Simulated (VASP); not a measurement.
Set up this calculation in VASP 6.6.1, as the native input.

```
Task                   : relaxation of cell and atoms
Functional             : PBEsol
Potentials or basis    : VASP PAW PBE potentials, release 64 (Pb_d, Cs_sv, Br)
Cutoff                 : 600 eV
k mesh                 : 4 × 4 × 4
Occupations            : fermi-dirac, width 0.05 eV
Spin                   : no spin polarisation
Further INCAR settings : ALGO = Fast; EDIFF = 1e-06; IBRION = 2; EDIFFG = -0.005; NSW = 40; ISIF = 3
```

The structure of CsPbBr3 lies in POSCAR:

```
CsPbBr3
1.0
    5.8700000000      0.0000000000      0.0000000000
    0.0000000000      5.8700000000      0.0000000000
    0.0000000000      0.0000000000      5.8700000000
Pb Cs Br
1 1 3
Direct
    0.5000000000      0.5000000000      0.5000000000
    0.0000000000      0.0000000000      0.0000000000
    0.5000000000      0.5000000000      0.0000000000
    0.5000000000      0.0000000000      0.5000000000
    0.0000000000      0.5000000000      0.5000000000
```

Measurements of this composition are mostly on another form, of space group No. 62.

The input as run:

INCAR

```
PREC = Accurate
ENCUT = 600
EDIFF = 1E-6
ISMEAR = -1
SIGMA = 0.05
LREAL = False
LASPH = True
NELM = 60
ALGO = Fast
ISIF = 3
LWAVE = False
LCHARG = False
GGA = PS
IBRION = 2
NSW = 40
EDIFFG = -0.005
```

KPOINTS

```
Automatic mesh
0
Gamma
  4 4 4
```

Potentials or basis: VASP PAW PBE potentials, release 64 (Pb_d, Cs_sv, Br).

Command:

```console
$ cat potpaw_PBE.64/Pb_d/POTCAR potpaw_PBE.64/Cs_sv/POTCAR potpaw_PBE.64/Br/POTCAR > POTCAR
$ mpirun -np 1 vasp_std > vasp.out
```

It gave:

```json
{
  "Relaxed volume": "40.72 Å³/atom",
  "Relaxed cell": "a = 5.883 Å, b = 5.883 Å, c = 5.883 Å, α = 90.00°, β = 90.00°, γ = 90.00°",
  "Space group after relaxing (to 0.05 Å)": "Pm-3m (No. 221)",
  "Energy gained by relaxing": "0.1 meV/atom",
  "Ionic steps": "3",
  "Pressure after relaxing": "0.0 GPa",
  "Band gap on the k mesh": "1.45 eV, direct"
}
```

Caveat: the PAW data sets were made with another functional, which shifts forces and pressure a little; spin-orbit coupling is left out, which as a rule narrows the gap of such compounds by several tenths of an eV.

Run time: 3.1 min on 1 thread of AMD EPYC 7R43 64-Core Processor (Zen 3), on a shared host, peak memory 0.34 GiB.
